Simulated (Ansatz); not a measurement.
Relaxation of Pd

Computed with Ansatz 0.2.0, DFT PBEsol, scalar-relativistic, plane waves, PAW. Settings: 420 eV cutoff, 18×18×18 k-mesh, Gaussian smearing of 0.10 eV, no spin polarisation.

What was changed in Rh: Rh → Pd on all its sites, cell and atoms relaxed.

Command:

```bash
ansatz run input.yaml --threads 1 --pin off --max-ram 2560MiB --backend cpu --events-out ev --progress --plain --runs-dir out
```

Input:

```yaml
crystal:
  lattice:
    - [0.0, 1.936836127, 1.936836127]
    - [1.936836127, 0.0, 1.936836127]
    - [1.936836127, 1.936836127, 0.0]
  atoms:
    - { symbol: Pd, position: [0.0, 0.0, 0.0] }
basis:
  ecutwfc: 420
kpoints:
  mp_grid: { grid: [18, 18, 18] }
hamiltonian:
  xc: pbesol
scf:
  occupations: { method: gaussian, width: 0.1 }
output:
  forces: true
  stress: true
  eigenvalues: true
relax:
  adjacent_minimum: "off"
  f_tol: 0.01
  max_steps: 60
  cell: { stress_tol: 0.1 }
```

F is the free energy. Steps run on the plane waves of an earlier cell, but the last one, and at times one on the way, on a freshly chosen basis, so a repeated geometry can differ a little in energy.

Steps:

```csv
step,F − F(1) (eV),largest force component (eV/Å),V (Å³/atom),P (GPa)
1,0.0000,0.000,14.531,0.21
2,0.0000,0.000,14.557,-0.15
3,0.0000,0.000,14.547,0.00
4,0.0000,0.000,14.547,0.00
```

Relaxed structure:

```
CELL_PARAMETERS angstrom
0.00000 1.93751 1.93751
1.93751 0.00000 1.93751
1.93751 1.93751 0.00000
ATOMIC_POSITIONS crystal
Pd 0.00000 0.00000 0.00000
```

It takes space group Fm-3m (No. 225, cubic). Conventional cell: a = 3.875 Å, b = 3.875 Å, c = 3.875 Å, α = 90.00°, β = 90.00°, γ = 90.00°. Around Pd (site symmetry m-3m) lie 12 Pd at 2.74 Å.

The run converged. Time: 4.3 s on 1 thread of Intel(R) Xeon(R) 6975P-C (Granite Rapids) (shared host), peak memory 0.34 GiB.